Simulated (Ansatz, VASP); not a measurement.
**One calculation of Be, two programs**

```
CELL_PARAMETERS angstrom
0.00000 1.57890 1.57890
1.57890 0.00000 1.57890
1.57890 1.57890 0.00000
ATOMIC_POSITIONS crystal
Be 0.00000 0.00000 0.00000
```

Alike in both runs: functional PBE; k mesh 20 × 20 × 20; occupations fermi-dirac, width 0.08 eV; no spin polarisation.

Ansatz relaxed the structure, and its values are those at the end. VASP's run is a single point on that final structure, the one shown.

|  | VASP | Ansatz |
| --- | --- | --- |
| version | VASP 6.6.1 | Ansatz 0.2.0 |
| potentials or method | VASP PAW PBE potentials, release 64 (Be) | PAW with Ansatz's default frozen-core files, scalar-relativistic |
| plane-wave cutoff (eV) | 520 | 420 |
| valence electrons in the cell | 2 | 2 |

|  | VASP | Ansatz | Ansatz less VASP |
| --- | --- | --- | --- |
| pressure (GPa) | 0.1 | 0.0 | -0.13 |

The functional is the same, so the differences come from potentials, cutoffs and numerics.
